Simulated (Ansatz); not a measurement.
Working through a single point of BeSe, space group F-43m

With Ansatz 0.2.0 through its Python package.

The cells in order, each with its output:

```python
import warnings

import ansatz as az
from ase.data import atomic_numbers
from pymatgen.core import Lattice, Structure
from pymatgen.io.ase import AseAtomsAdaptor
import spglib
```

```python
warnings.simplefilter('ignore', az.DeckWarning)
```

```python
pmg_structure = Structure(
    Lattice([(0.0, 2.535, 2.535), (2.535, 0.0, 2.535), (2.535, 2.535, 0.0)]),
    ['Be', 'Se'],
    [
        (0.0, 0.0, 0.0),
        (0.25, 0.25, 0.25),
    ],
)
system = az.Crystal.from_ase(AseAtomsAdaptor.get_atoms(pmg_structure))

[site.symbol for site in system.resolved().sites]
```

    ['Be', 'Se']

```python
calc = system.calculation()
calc = calc.functional('lda')
calc = calc.basis(420)
calc = calc.accuracy('high')
calc = calc.kpoints(5, 5, 5, center='monkhorst-pack').occupations('fixed')
calc = calc.mixing('broyden', beta=0.5)
calc = calc.eigensolver('auto').scf(lower_state_search='off')
session = calc.session()
planned = session.plan(threads=1)
outcome = planned.execute()
report = outcome.report

report['free_energy_ev']
```

    -5473.117993678613

```python
{key: value for key, value in report.items() if isinstance(value, (int, float)) and 'ev' in key}
```

    {'n_hpsi_unsolved_levels': 86,
     'gap_by_band_count_ev': 2.6476438177126784,
     'fermi_energy_ev': 7.317205033270769,
     'harris_foulkes_ev': -5473.117993735804,
     'free_energy_ev': -5473.117993678613,
     'internal_energy_ev': -5473.117993678613,
     'lagrangian_ev': -5473.117993678613,
     'energy_sigma0_ev': -5473.117993678613,
     'lagrangian_sigma0_ev': -5473.117993678613,
     'entropy_ts_ev': 0.0}

```python
energy = report['free_energy_ev']
print('BeSe: {:.6f} eV = {:.6f} Ry = {:.6f} Ha'.format(energy, energy / 13.605693, energy / 27.211386))
print('Fermi level {:.4f} eV, {} k-points, {} symmetry operations'.format(report['fermi_energy_ev'], report['n_kpoints'], report['n_symmetry_ops']))
```

    BeSe: -5473.117994 eV = -402.266757 Ry = -201.133378 Ha
    Fermi level 7.3172 eV, 10 k-points, 24 symmetry operations

```python
print('doubts on the final state:', report['published_state_doubts'] or 'none')
print('warnings:', sorted({n['data']['kind'] for n in outcome.notices if n['data'].get('severity') in ('warning', 'doubt')}) or 'none')

spg_cell = (outcome.lattice.cell_ang, [s.position_frac for s in outcome.lattice.sites], [atomic_numbers[s.symbol] for s in outcome.lattice.sites])
for tolerance in (1e-5, 1e-3, 1e-1):
    print(f'symprec {tolerance:g} A: {spglib.get_spacegroup(spg_cell, symprec=tolerance)}')
print('operations used by the run:', report['n_symmetry_ops'])
```

    doubts on the final state: none
    warnings: none
    symprec 1e-05 A: F-43m (216)
    symprec 0.001 A: F-43m (216)
    symprec 0.1 A: F-43m (216)
    operations used by the run: 24

What to keep in mind:
- The settings weren't tested for convergence.
- Along an axis with an odd division the mesh misses the point at one half; a gap read on a finite mesh is an upper bound on this functional's gap.
- Semilocal gaps usually lie well under measured ones.
- With fixed filling the reported Fermi level is the top filled level among the k-points of the SCF.
- The k-point mesh is coarse, and energy and stress weren't tested for convergence.
- The zero of the levels is a convention of the potentials, so an absolute Fermi energy is no work function.
- The starting cell is as deposited in a crystallographic database; the results hold for this polymorph, which needn't be the stable one.
- Gaps and levels are Kohn-Sham values on a finite set of k-points, without spin-orbit coupling.
- Wall time of the script: 1.3 s on 1 thread of Arm Neoverse V2, with other jobs on the host, peak memory 0.37 GiB.

(Lines on the test bed's own set-up are left out of the output.)
